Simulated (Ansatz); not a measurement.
input.yaml

```yaml
crystal:
  lattice:
    - [3.8417168278, 0.0, 0.0]
    - [-1.9208584139, 3.327024367, 0.0]
    - [0.0, 0.0, 26.0576844733]
  atoms:
    - { symbol: Si, position: [0.3333333333, 0.6666666667, 0.3261993601] }
    - { symbol: Si, position: [0.0, 0.0, 0.3562936366] }
    - { symbol: Si, position: [0.0, 0.0, 0.4465764664] }
    - { symbol: Si, position: [0.6666666667, 0.3333333333, 0.4759187077] }
    - { symbol: Si, position: [0.6666666667, 0.3333333333, 0.5684832977] }
    - { symbol: Si, position: [0.3333333333, 0.6666666667, 0.5943515468] }
    - { symbol: "N", position: [0.0, 0.5, 0.6503810839], spin: 3.0 }
basis:
  ecutwfc: 420
kpoints:
  mp_grid: { grid: [9, 9, 1] }
hamiltonian:
  xc: pbesol
scf:
  occupations: { method: gaussian, width: 0.05 }
output:
  forces: true
  eigenvalues: true
  populations: true
  write_density: true
  write_potential: true
  elf: true
  volumetric_format: npy
magnetization:
  spin_polarized: true
relax:
  adjacent_minimum: "off"
  f_tol: 0.03
  max_steps: 70
  constraints: [{ sites: [0, 1, 2] }]
efield:
  axis: 3
  dipole_correction: true
  ramp_width: 0.04
```

Run as
```bash
ansatz run input.yaml --threads 1 --pin off --max-ram 2560MiB --backend cpu --events-out ev --progress --plain --runs-dir out
```

All numbers below come from Ansatz 0.2.0, DFT PBEsol, scalar-relativistic, plane waves, PAW.

Abridged output:

```
Pseudopotentials: kind: paw
Pseudopotential: Si, paw, valence charge 4, recommended cutoff 420 eV (normal)
Pseudopotential: N, paw, valence charge 5, recommended cutoff 420 eV (normal)
Functional definition: PBEsol
Crystal: 7 atoms, lattice volume = 333.056 Å³
Basis set: ecut = 420 eV, 6519 PW (Γ), exchange–correlation on 54×54×360 points (8 copies of the dense FFT grid, shifted against one another)
Bands: 23, of which v1, the nominal top of the filled ones, is band 15 counted from 1 (14 counted from 0)
Symmetry: 2 space group operations
k-points: 25 of 81 (time reversal used)
Initial density: superposition of atomic densities (neutral atoms: chi_scale 0, normalization atom)
Starting moments: Σ|m| = 3 μB on 1 of 7 sites
Initial wavefunctions: pseudopotential atomic-orbital guess
Functional: x = pbesol(κ = 0.804, μ = 0.12345679), c = pbesol(β = 0.046)
SCF iter   1: F=—  HF=-4102.683430 eV  |F-HF|=—  |Δ(HF+E_count)|=         —  Δρ=3.76e-2 (↑1.77e-2 ↓3.76e-2) dr2=1.99e1  dr2_m=1.51e0  M=1.033 μB ∫|m|=1.689 μB  β_m=0.30  ethr=3.10e-3  p= 0.000 e·Å  D=-2.15e-8 V/Å  ΔV_dip=0.00 eV  dr2_dipole=9.16e0  V_vac-E_F(+/−)=6.50/6.50 eV  ⟨swp⟩=10.5  Hψ=8554  notcnv=0
efield: sawtooth ramp at fractional position 0.9683 (placed from the atoms, in the widest stretch of the axis that holds none; the zero of the levels goes with the place), width 0.0400; the density the first Hamiltonian is built on has a dipole p =  0.000 e·Å; the dipole correction subtracts the counter field D = -2.15e-8 V/Å, which shifts the + side's vacuum level by +0.00 eV against the − side's; the planar-averaged density in the ramp window peaks in size at 4.9e-8 e/Å³
spin=Collinear: LDOS preconditioning applied to the charge; magnetization (m = ρ↑ − ρ↓) channel mixes plain (no charge-response kernel on spin).
SCF iter   2: F=—  HF=-4102.838609 eV  |F-HF|=—  |Δ(HF+E_count)|=   1.55e-1  Δρ=2.99e-2 (↑1.22e-2 ↓2.99e-2) dr2=1.97e1  dr2_m=8.55e-1  M=1.001 μB ∫|m|=1.529 μB  β_m=0.30  ethr=3.10e-3  p=-0.024 e·Å  D=-1.32e-2 V/Å  ΔV_dip=0.34 eV  dr2_dipole=9.84e0  V_vac-E_F(+/−)=6.55/6.21 eV  ⟨swp⟩=2.5  Hψ=2037  notcnv=0  defer=23  κ⁻¹=1.0e0(r=1)
SCF iter   3: F=—  HF=-4211.629662 eV  |F-HF|=—  |Δ(HF+E_count)|=    1.09e2  Δρ=9.99e-2 (↑9.99e-2 ↓6.64e-2) dr2=3.56e3  dr2_m=1.47e0  M=0.508 μB ∫|m|=0.855 μB  β_m=0.30  ethr=3.10e-3  p=-1.735 e·Å  D=-9.43e-1 V/Å  ΔV_dip=24.56 eV  dr2_dipole=2.56e3  V_vac-E_F(+/−)=20.97/-3.59 eV  ⟨swp⟩=20.0  Hψ=17093  notcnv=0  defer=161  κ⁻¹=4.4e-5(r=2)
SCF iter   4: F=—  HF=-4104.841585 eV  |F-HF|=—  |Δ(HF+E_count)|=    1.07e2  Δρ=3.44e-2 (↑3.44e-2 ↓1.62e-2) dr2=6.34e1  dr2_m=3.48e-1  M=0.927 μB ∫|m|=1.138 μB  β_m=0.30  ethr=3.10e-3  p=-0.094 e·Å  D=-5.13e-2 V/Å  ΔV_dip=1.34 eV  dr2_dipole=2.15e1  V_vac-E_F(+/−)=8.87/7.52 eV  ⟨swp⟩=10.7  Hψ=9033  notcnv=0  defer=146  κ⁻¹=2.5e-5(r=3)
SCF iter   5: F=—  HF=-4102.510129 eV  |F-HF|=—  |Δ(HF+E_count)|=    2.33e0  Δρ=1.01e-2 (↑1.01e-2 ↓7.75e-3) dr2=5.67e0  dr2_m=9.84e-2  M=1.164 μB ∫|m|=1.489 μB  β_m=1.00  ethr=3.10e-3  p=-0.082 e·Å  D=-4.48e-2 V/Å  ΔV_dip=1.17 eV  dr2_dipole=2.63e0  V_vac-E_F(+/−)=7.58/6.40 eV  ⟨swp⟩=6.7  Hψ=3676  notcnv=0  defer=131  κ⁻¹=1.5e-5(r=4)
SCF iter   6: F=—  HF=-4102.458956 eV  |F-HF|=—  |Δ(HF+E_count)|=   5.12e-2  Δρ=3.69e-3 (↑3.38e-3 ↓3.69e-3) dr2=5.73e-1  dr2_m=6.72e-3  M=1.101 μB ∫|m|=1.630 μB  β_m=0.30  ethr=3.10e-3  p=-0.100 e·Å  D=-5.44e-2 V/Å  ΔV_dip=1.42 eV  dr2_dipole=2.08e-1  V_vac-E_F(+/−)=7.32/5.90 eV  ⟨swp⟩=2.7  Hψ=1864  notcnv=0  defer=124  κ⁻¹=1.4e-6(r=5)
SCF iter   7: F=—  HF=-4102.461598 eV  |F-HF|=—  |Δ(HF+E_count)|=   2.64e-3  Δρ=2.28e-3 (↑2.28e-3 ↓1.88e-3) dr2=5.26e-2  dr2_m=8.67e-3  M=1.035 μB ∫|m|=1.656 μB  β_m=1.20  ethr=1.98e-3  p=-0.119 e·Å  D=-6.45e-2 V/Å  ΔV_dip=1.68 eV  dr2_dipole=2.85e-2  V_vac-E_F(+/−)=7.22/5.54 eV  ⟨swp⟩=2.3  Hψ=1199  notcnv=0  defer=119
Mixer restart at iter 7: flushing history
spin-set hold released at iteration 7 (site moments contracting): the magnetisation degrees of freedom join the quasi-Newton model from the next iteration; the mixer history was flushed
SCF iter   8: F=—  HF=-4102.833485 eV  |F-HF|=—  |Δ(HF+E_count)|=   3.72e-1  Δρ=1.05e-2 (↑1.05e-2 ↓6.66e-3) dr2=1.55e1  dr2_m=3.40e-2  M=0.908 μB ∫|m|=1.426 μB  β_m=1.20  ethr=1.81e-4  p=-0.216 e·Å  D=-1.17e-1 V/Å  ΔV_dip=3.06 eV  dr2_dipole=8.17e0  V_vac-E_F(+/−)=7.77/4.72 eV  ⟨swp⟩=9.0  Hψ=3447  notcnv=0  defer=135  κ⁻¹=1.0e0(r=1)
density mixer auto → broyden: no gap read (density of states about μ 0.77 of a free-electron gas's, 14 screened modes)
SCF iter   9: F=—  HF=-4102.487987 eV  |F-HF|=—  |Δ(HF+E_count)|=   3.45e-1  Δρ=1.62e-3 (↑1.62e-3 ↓1.23e-3) dr2=1.04e-1  dr2_m=1.92e-3  M=0.975 μB ∫|m|=1.796 μB  β_m=1.20  ethr=1.81e-4  p=-0.134 e·Å  D=-7.30e-2 V/Å  ΔV_dip=1.90 eV  dr2_dipole=4.81e-2  V_vac-E_F(+/−)=7.22/5.32 eV  ⟨swp⟩=7.8  Hψ=3124  notcnv=0  defer=141  κ⁻¹=5.8e-4(r=2)
SCF iter  10: F=—  HF=-4102.489368 eV  |F-HF|=—  |Δ(HF+E_count)|=   1.38e-3  Δρ=1.22e-3 (↑1.22e-3 ↓1.12e-3) dr2=1.46e-2  dr2_m=2.44e-3  M=0.980 μB ∫|m|=1.873 μB  β_m=1.20  ethr=1.81e-4  p=-0.141 e·Å  D=-7.66e-2 V/Å  ΔV_dip=2.00 eV  dr2_dipole=5.80e-3  V_vac-E_F(+/−)=7.29/5.30 eV  ⟨swp⟩=3.0  Hψ=1430  notcnv=0  defer=120  κ⁻¹=7.3e-5(r=3)
SCF iter  11: F=—  HF=-4102.498580 eV  |F-HF|=—  |Δ(HF+E_count)|=   9.21e-3  Δρ=1.33e-3 (↑7.71e-4 ↓1.33e-3) dr2=1.61e-2  dr2_m=1.83e-3  M=0.947 μB ∫|m|=2.024 μB  β_m=1.20  ethr=5.04e-5  p=-0.152 e·Å  D=-8.23e-2 V/Å  ΔV_dip=2.15 eV  dr2_dipole=3.97e-3  V_vac-E_F(+/−)=7.29/5.14 eV  ⟨swp⟩=2.9  Hψ=1988  notcnv=0  defer=117  κ⁻¹=2.0e-5(r=4)
SCF iter  12: F=—  HF=-4102.502800 eV  |F-HF|=—  |Δ(HF+E_count)|=   4.22e-3  Δρ=9.41e-4 (↑6.64e-4 ↓9.41e-4) dr2=7.66e-3  dr2_m=7.31e-4  M=0.913 μB ∫|m|=2.113 μB  β_m=1.20  ethr=5.04e-5  p=-0.153 e·Å  D=-8.29e-2 V/Å  ΔV_dip=2.16 eV  dr2_dipole=1.22e-3  V_vac-E_F(+/−)=7.26/5.10 eV  ⟨swp⟩=1.7  Hψ=1244  notcnv=0  defer=116  κ⁻¹=1.1e-5(r=5)
SCF iter  13: F=—  HF=-4102.506591 eV  |F-HF|=—  |Δ(HF+E_count)|=   3.79e-3  Δρ=3.79e-4 (↑3.51e-4 ↓3.79e-4) dr2=1.06e-3  dr2_m=4.64e-5  M=0.848 μB ∫|m|=2.210 μB  β_m=1.20  ethr=2.64e-5  p=-0.155 e·Å  D=-8.43e-2 V/Å  ΔV_dip=2.20 eV  dr2_dipole=8.14e-5  V_vac-E_F(+/−)=7.21/5.02 eV  ⟨swp⟩=3.1  Hψ=2021  notcnv=0  defer=118  κ⁻¹=7.0e-6(r=6)
SCF iter  14: F=—  HF=-4102.507582 eV  |F-HF|=—  |Δ(HF+E_count)|=   9.91e-4  Δρ=2.53e-4 (↑1.18e-4 ↓2.53e-4) dr2=1.70e-3  dr2_m=3.14e-5  M=0.820 μB ∫|m|=2.218 μB  β_m=1.20  ethr=3.66e-6  p=-0.158 e·Å  D=-8.57e-2 V/Å  ΔV_dip=2.23 eV  dr2_dipole=6.24e-4  V_vac-E_F(+/−)=7.22/4.99 eV  ⟨swp⟩=2.3  Hψ=1948  notcnv=0  defer=116  κ⁻¹=2.6e-6(r=7)
SCF iter  15: F=—  HF=-4102.507771 eV  |F-HF|=—  |Δ(HF+E_count)|=   1.89e-4  Δρ=1.12e-4 (↑1.12e-4 ↓7.21e-5) dr2=9.65e-5  dr2_m=1.59e-5  M=0.799 μB ∫|m|=2.244 μB  β_m=1.20  ethr=3.66e-6  p=-0.159 e·Å  D=-8.63e-2 V/Å  ΔV_dip=2.25 eV  dr2_dipole=3.14e-5  V_vac-E_F(+/−)=7.21/4.96 eV  ⟨swp⟩=2.6  Hψ=1668  notcnv=0  defer=116  κ⁻¹=6.1e-7(r=8)
   ...
SCF iter  11: F=-4104.468625 eV  HF=-4104.468626 eV  |F-HF|=2.63e-7  |Δ(HF+E_count)|=   4.08e-7  Δρ=4.65e-6 (↑4.65e-6 ↓4.20e-6) dr2=3.24e-7  dr2_m=2.26e-9  M=-0.985 μB ∫|m|=1.006 μB  β_m=1.20  ethr=3.27e-9  p=-0.073 e·Å  D=-3.97e-2 V/Å  ΔV_dip=1.03 eV  dr2_dipole=1.06e-7  V_vac-E_F(+/−)=5.70/4.66 eV  ⟨swp⟩=19.2  Hψ=10314  notcnv=0  κ⁻¹=2.5e-7(r=8)
SCF iter  12: F=-4104.468626 eV  HF=-4104.468626 eV  |F-HF|=7.09e-8  |Δ(HF+E_count)|=   4.72e-8  Δρ=1.94e-6 (↑1.84e-6 ↓1.94e-6) dr2=7.79e-8  dr2_m=2.51e-10  M=-0.985 μB ∫|m|=1.006 μB  β_m=1.20  ethr=1.12e-9  p=-0.073 e·Å  D=-3.97e-2 V/Å  ΔV_dip=1.03 eV  dr2_dipole=2.69e-8  V_vac-E_F(+/−)=5.70/4.66 eV  ⟨swp⟩=8.2  Hψ=7444  notcnv=0  κ⁻¹=9.6e-8(r=8)
SCF iter  13: F=-4104.468626 eV  HF=-4104.468626 eV  |F-HF|=2.48e-8  |Δ(HF+E_count)|=   1.19e-8  Δρ=8.07e-7 (↑8.07e-7 ↓7.22e-7) dr2=2.19e-8  dr2_m=1.05e-10  M=-0.985 μB ∫|m|=1.006 μB  ethr=2.69e-10  p=-0.073 e·Å  D=-3.97e-2 V/Å  ΔV_dip=1.03 eV  dr2_dipole=8.06e-9  V_vac-E_F(+/−)=5.70/4.66 eV  ⟨swp⟩=8.3  Hψ=7311  notcnv=0
SCF 8 converged in 13 iterations: F = -4104.468626 eV  dr2 = 2.19e-8
relax step   8: F+E_penalty+E_count = -4104.46862571 eV  Δ(F+E_penalty+E_count) = -1.054e-2 eV  max|allowed force component| = 8.800e-2 eV/Å  Δτ_max = 0.1593 Å  (13 SCF iters, dr2 threshold 9.48e-7 eV, accepted)
SCF iter   1: F=—  HF=-4104.468248 eV  |F-HF|=—  |Δ(HF+E_count)|=         —  Δρ=1.64e-3 (↑1.43e-3 ↓1.64e-3) dr2=1.09e-2  dr2_m=5.01e-3  M=-0.987 μB ∫|m|=1.010 μB  β_m=1.20  ethr=4.17e-4  p=-0.073 e·Å  D=-3.97e-2 V/Å  ΔV_dip=1.03 eV  dr2_dipole=1.70e-3  V_vac-E_F(+/−)=5.75/4.72 eV  ⟨swp⟩=3.4  Hψ=3279  notcnv=0  defer=137
efield: sawtooth ramp at fractional position 0.9683 (handed on by an earlier solve), width 0.0400; the density the first Hamiltonian is built on has a dipole p = -0.073 e·Å; the dipole correction subtracts the counter field D = -3.97e-2 V/Å, which shifts the + side's vacuum level by +1.03 eV against the − side's; the planar-averaged density in the ramp window peaks in size at 5.4e-8 e/Å³
SCF iter   2: F=—  HF=-4104.481679 eV  |F-HF|=—  |Δ(HF+E_count)|=   1.34e-2  Δρ=1.26e-3 (↑1.26e-3 ↓1.08e-3) dr2=2.63e-1  dr2_m=3.81e-4  M=-0.912 μB ∫|m|=0.935 μB  β_m=0.30  ethr=3.76e-5  p=-0.097 e·Å  D=-5.26e-2 V/Å  ΔV_dip=1.37 eV  dr2_dipole=1.17e-1  V_vac-E_F(+/−)=5.91/4.54 eV  ⟨swp⟩=2.3  Hψ=2558  notcnv=0  defer=129
spin=Collinear: LDOS preconditioning applied to the charge; magnetization (m = ρ↑ − ρ↓) channel mixes plain (no charge-response kernel on spin).
density mixer auto → msr1: a metal under ldos (density of states about μ 0.55 of a free-electron gas's, 14 screened modes)
SCF iter   3: F=—  HF=-4104.470066 eV  |F-HF|=—  |Δ(HF+E_count)|=   1.16e-2  Δρ=8.88e-4 (↑8.30e-4 ↓8.88e-4) dr2=3.70e-3  dr2_m=1.47e-3  M=-0.985 μB ∫|m|=1.006 μB  β_m=0.47  ethr=3.76e-5  p=-0.079 e·Å  D=-4.32e-2 V/Å  ΔV_dip=1.13 eV  dr2_dipole=5.15e-4  V_vac-E_F(+/−)=5.79/4.66 eV  ⟨swp⟩=2.5  Hψ=1710  notcnv=0  defer=129
SCF iter   4: F=—  HF=-4104.471188 eV  |F-HF|=—  |Δ(HF+E_count)|=   1.12e-3  Δρ=2.48e-4 (↑2.48e-4 ↓2.22e-4) dr2=3.04e-3  dr2_m=9.28e-5  M=-0.985 μB ∫|m|=1.006 μB  β_m=0.55  ethr=1.28e-5  p=-0.084 e·Å  D=-4.55e-2 V/Å  ΔV_dip=1.19 eV  dr2_dipole=1.31e-3  V_vac-E_F(+/−)=5.84/4.66 eV  ⟨swp⟩=1.7  Hψ=1521  notcnv=0  defer=129
SCF iter   5: F=—  HF=-4104.471135 eV  |F-HF|=—  |Δ(HF+E_count)|=   5.29e-5  Δρ=6.01e-5 (↑5.66e-5 ↓6.01e-5) dr2=4.40e-4  dr2_m=5.11e-6  M=-0.988 μB ∫|m|=1.008 μB  β_m=0.64  ethr=1.05e-5  p=-0.083 e·Å  D=-4.51e-2 V/Å  ΔV_dip=1.17 eV  dr2_dipole=1.93e-4  V_vac-E_F(+/−)=5.85/4.67 eV  ⟨swp⟩=1.0  Hψ=1029  notcnv=0  defer=131
SCF iter   6: F=—  HF=-4104.471120 eV  |F-HF|=—  |Δ(HF+E_count)|=   1.46e-5  Δρ=3.00e-5 (↑2.43e-5 ↓3.00e-5) dr2=8.21e-6  dr2_m=1.68e-6  M=-0.988 μB ∫|m|=1.009 μB  β_m=0.68  ethr=1.52e-6  p=-0.082 e·Å  D=-4.46e-2 V/Å  ΔV_dip=1.16 eV  dr2_dipole=2.56e-6  V_vac-E_F(+/−)=5.84/4.68 eV  ⟨swp⟩=1.1  Hψ=1021  notcnv=0  defer=131
SCF iter   7: F=-4104.471122 eV  HF=-4104.471123 eV  |F-HF|=9.33e-7  |Δ(HF+E_count)|=   3.24e-6  Δρ=1.18e-5 (↑1.18e-5 ↓9.13e-6) dr2=1.35e-6  dr2_m=2.26e-7  M=-0.988 μB ∫|m|=1.009 μB  β_m=0.68  ethr=2.25e-8  p=-0.082 e·Å  D=-4.45e-2 V/Å  ΔV_dip=1.16 eV  dr2_dipole=1.07e-7  V_vac-E_F(+/−)=5.84/4.68 eV  ⟨swp⟩=20.9  Hψ=12161  notcnv=0
SCF iter   8: F=-4104.471123 eV  HF=-4104.471123 eV  |F-HF|=1.09e-8  |Δ(HF+E_count)|=   1.82e-7  Δρ=4.00e-6 (↑2.40e-6 ↓4.00e-6) dr2=8.46e-8  dr2_m=2.45e-8  M=-0.988 μB ∫|m|=1.008 μB  β_m=0.68  ethr=4.65e-9  p=-0.082 e·Å  D=-4.45e-2 V/Å  ΔV_dip=1.16 eV  dr2_dipole=5.76e-10  V_vac-E_F(+/−)=5.84/4.68 eV  ⟨swp⟩=9.9  Hψ=8716  notcnv=0
SCF iter   9: F=-4104.471123 eV  HF=-4104.471124 eV  |F-HF|=3.41e-8  |Δ(HF+E_count)|=   4.09e-8  Δρ=1.67e-6 (↑1.48e-6 ↓1.67e-6) dr2=3.88e-8  dr2_m=7.10e-9  M=-0.988 μB ∫|m|=1.008 μB  ethr=2.92e-10  p=-0.082 e·Å  D=-4.45e-2 V/Å  ΔV_dip=1.16 eV  dr2_dipole=1.60e-8  V_vac-E_F(+/−)=5.84/4.68 eV  ⟨swp⟩=8.6  Hψ=7913  notcnv=0
SCF 9 converged in 9 iterations: F = -4104.471123 eV  dr2 = 3.88e-8
relax step   9: F+E_penalty+E_count = -4104.47112349 eV  Δ(F+E_penalty+E_count) = -2.498e-3 eV  max|allowed force component| = 2.817e-2 eV/Å  Δτ_max = 0.0657 Å  (9 SCF iters, dr2 threshold 6.53e-6 eV, accepted)
SCF iter   1: F=—  HF=-4104.471124 eV  |F-HF|=—  |Δ(HF+E_count)|=         —  Δρ=1.67e-6 (↑1.48e-6 ↓1.67e-6) dr2=3.88e-8  dr2_m=7.10e-9  M=-0.988 μB ∫|m|=1.008 μB  β_m=1.20  ethr=1.35e-10  p=-0.082 e·Å  D=-4.45e-2 V/Å  ΔV_dip=1.16 eV  dr2_dipole=1.60e-8  V_vac-E_F(+/−)=5.84/4.68 eV  ⟨swp⟩=1.0  Hψ=3500  notcnv=0
efield: sawtooth ramp at fractional position 0.9683 (handed on by an earlier solve), width 0.0400; the density the first Hamiltonian is built on has a dipole p = -0.082 e·Å; the dipole correction subtracts the counter field D = -4.45e-2 V/Å, which shifts the + side's vacuum level by +1.16 eV against the − side's; the planar-averaged density in the ramp window peaks in size at 4.2e-8 e/Å³
SCF iter   2: F=—  HF=-4104.471124 eV  |F-HF|=—  |Δ(HF+E_count)|=   9.17e-8  Δρ=2.94e-6 (↑2.94e-6 ↓1.44e-6) dr2=1.35e-6  dr2_m=2.58e-9  M=-0.988 μB ∫|m|=1.008 μB  β_m=1.20  ethr=1.34e-10  p=-0.082 e·Å  D=-4.44e-2 V/Å  ΔV_dip=1.16 eV  dr2_dipole=6.34e-7  V_vac-E_F(+/−)=5.84/4.68 eV  ⟨swp⟩=9.4  Hψ=6993  notcnv=0  κ⁻¹=1.0e0(r=1)
density mixer auto → broyden: gapped, with few screened modes (density of states about μ 0.55 of a free-electron gas's, 14 screened modes)
SCF iter   3: F=-4104.471124 eV  HF=-4104.471124 eV  |F-HF|=9.63e-9  |Δ(HF+E_count)|=   8.15e-8  Δρ=4.80e-7 (↑3.37e-7 ↓4.80e-7) dr2=5.44e-10  dr2_m=4.20e-10  M=-0.988 μB ∫|m|=1.008 μB  β_m=1.20  ethr=1.34e-10  p=-0.082 e·Å  D=-4.45e-2 V/Å  ΔV_dip=1.16 eV  dr2_dipole=6.62e-11  V_vac-E_F(+/−)=5.84/4.68 eV  ⟨swp⟩=7.7  Hψ=6838  notcnv=0  κ⁻¹=6.3e-4(r=2)
SCF iter   4: F=-4104.471124 eV  HF=-4104.471124 eV  |F-HF|=5.35e-9  |Δ(HF+E_count)|=   4.81e-9  Δρ=1.88e-7 (↑1.88e-7 ↓1.17e-7) dr2=3.75e-10  dr2_m=3.06e-11  M=-0.988 μB ∫|m|=1.008 μB  ethr=1.88e-12  p=-0.082 e·Å  D=-4.45e-2 V/Å  ΔV_dip=1.16 eV  dr2_dipole=6.37e-12  V_vac-E_F(+/−)=5.84/4.68 eV  ⟨swp⟩=6.1  Hψ=6315  notcnv=0
SCF 10 converged in 4 iterations: F = -4104.471124 eV  dr2 = 3.75e-10
relax step  10: F+E_penalty+E_count = -4104.47112354 eV  Δ(F+E_penalty+E_count) = -5.443e-8 eV  max|allowed force component| = 2.821e-2 eV/Å  Δτ_max = 0.0000 Å  (4 SCF iters, accepted)
WARN: The output density's exchange-correlation potential varies sharply where the density is thin. Do not read a vacuum level from v_tot or v_xc, or from such a field of the output density. On a cell that repeats whose density bears no net charge and no dipole along the vacuum's axis use v_es (v_loc + v_h of the components); under efield.dipole_correction with no amplitude use v_es + v_field, which holds any external_charges[].barrier, or the levels of the report's work_function block, which leave it out; under a non-zero efield.amplitude the vacuum is tilted and has no level; on a cell that repeats and bears such a dipole with no correction it is tilted too, and efield.dipole_correction wi ...
SCF converged after 4 iterations
Stability not checked: this state was not tested for a lower state beside it, because the mixer in use, unlike msr1, does not test its closes by its own steps (another_mixer; see scf.mixing.algorithm and scf.lower_state_search)
Magnetization: -0.9880 μB (14.0060 up, 14.9940 down)
Absolute magnetization: 1.0096 μB (∫|ρ↑−ρ↓|, with the PAW one-centre terms)
Spin contamination: 0.0091 ħ² per cell (⟨S²⟩ above its minimum at these occupations)
Per-site moments (μB) at R_I (Å): [(-0.21778778, 0.97043161), (-0.03148895, 0.97043161), (-0.05401266, 0.96990147), (-0.02211312, 0.96990147), (-0.00738186, 0.72732330), (-0.00323813, 0.68667249), (-0.02920841, 0.68667249)]
Free energy (F): -4104.471124 eV
Harris-Foulkes:  -4104.471124 eV  (|F-HF|=5.35e-9)
Internal energy: -4104.470393 eV  (E = F + TS)
E sigma→0 (E₀):  -4104.470758 eV
Entropy (-TS):   -0.000731 eV (-0.104 meV/atom)
Fermi energy:    -0.855188 eV
Dipole field:    D = -0.044485 V/Å  (p = -0.081878 e·Å, saw-weighted, corrected)
Work function:   Φ+ = 5.8430 eV   Φ− = 4.6838 eV
Levels:          The Fermi level and band energies are counted from a zero that moves with the ramp; work functions are not
--- Per-component energies (eV) ---
  E_band       = -188.509303
  E_kinetic    = 371.896915
  E_local      = -10498.152448  (includes V_loc(G=0)·N_el)
  E_nonlocal   = 203.255157
  E_hartree    = 5061.534912
  E_xc         = -386.724509
  E_vxc        = -355.544269  (∫ρ·V_xc dr)
  E_paw        = -3115.236405  (= ΣΔE_a)
  E_vpaw       = -33.029922  (= ΣTr[D̂ρ^β])
  E_aug_tail   = 0.000126  (compensation charges beyond the density's cutoff)
  E_efield     = 0.001821  (sawtooth field / dipole correction)
  E_vefield    = -0.005306  (∫n·V_field dr)
  E_ewald      = 4258.736575
  E_core_change = 0.217463  (= ΣΔE_core)
  E_smearing   = -0.000731  (= −TS)
--- Forces (eV/Å), atoms counted from 1 ---
  atom   1  Si     0.00378403     0.00218471     0.45270138
  atom   2  Si    -0.01680760    -0.00970387    -0.55607336
  atom   3  Si     0.02388986     0.01379282     0.11271140
  atom   4  Si    -0.00380085    -0.00219442    -0.02469363
  atom   5  Si     0.01885473     0.01088578    -0.01167903
  atom   6  Si    -0.02820978    -0.01628692     0.01102914
  atom   7  N      0.00228661     0.00132017     0.01601114
--- Band table (eV; the first three rows and the last of 50) ---
  k-point 0 ↑: bands = ["-17.1209", "-12.5604", "-11.3599", "-9.6327", "-6.4065", "-5.7424", "-4.7829", "-3.6607", "-3.4564", "-2.1444", "-1.9275", "-1.8862", "-1.1882", "-1.1468", "-0.5508", "0.5331", "1.0367", "1.5374", "1.8673", "1.9538", "2.0915", "2.6061", "2.6175"]
  k-point 1 ↑: bands = ["-17.0660", "-12.4209", "-11.2238", "-9.5670", "-6.5716", "-5.9166", "-4.7996", "-3.8377", "-3.3339", "-2.9150", "-2.3508", "-2.1557", "-2.0301", "-1.3829", "-0.4549", "0.4915", "1.3426", "1.8987", "2.0212", "2.3050", "2.5338", "3.0349", "3.1191"]
  k-point 2 ↑: bands = ["-16.9209", "-12.0103", "-10.8280", "-9.3940", "-7.1916", "-6.0736", "-5.0267", "-4.5610", "-3.9479", "-3.8510", "-3.1841", "-2.6913", "-2.1218", "-1.8110", "-0.5701", "0.3027", "1.0803", "1.7230", "2.1487", "2.5357", "2.9116", "3.7090", "4.1320"]
  k-point 24 ↓: bands = ["-16.4672", "-10.9901", "-10.2869", "-9.4034", "-8.4112", "-7.7014", "-6.2657", "-5.7359", "-5.2326", "-4.1916", "-3.8290", "-3.5885", "-2.8158", "-1.6036", "-1.0622", "-0.1932", "0.8435", "1.3105", "1.6537", "2.1504", "2.7117", "3.1365", "3.5548"]
--- Relaxed structure (10 steps of the walk, 10 accepted, 0 SCFs on fresh bases) ---
  F+E_penalty+E_count = -4104.47112354 eV   max|allowed force component| = 2.821e-2 eV/Å
  atoms:
    - { symbol: Si, position: [0.33333333, 0.66666666, 0.32619936] }
    - { symbol: Si, position: [0.0, 0.0, 0.35629363] }
    - { symbol: Si, position: [0.0, 0.0, 0.44657646] }
    - { symbol: Si, position: [0.66974109, 0.33487054, 0.47707271] }
    - { symbol: Si, position: [0.45823960, 0.22911980, 0.56318441] }
    - { symbol: Si, position: [0.17890517, 0.58945258, 0.59243307] }
    - { symbol: N, position: [-0.26811113, 0.36594443, 0.62113157] }
--- Löwdin populations: 7 sites ---
  site symbol q [e]    m [muB]
     0     Si      3.9505    -0.7110
     1     Si      3.9691    -0.0041
     2     Si      3.9370    -0.1116
     3     Si      4.0099    -0.0444
     4     Si      3.6427    -0.0351
     5     Si      3.3013    -0.0141
     6      N      5.7580    -0.0476
  spilling = 0.014876 (of n_electrons = 29.000000)
```

The relaxation met its thresholds.

Time: 12 min on 1 thread of Intel(R) Xeon(R) Processor @ 2.70GHz, with other jobs on the host, peak memory 0.74 GiB.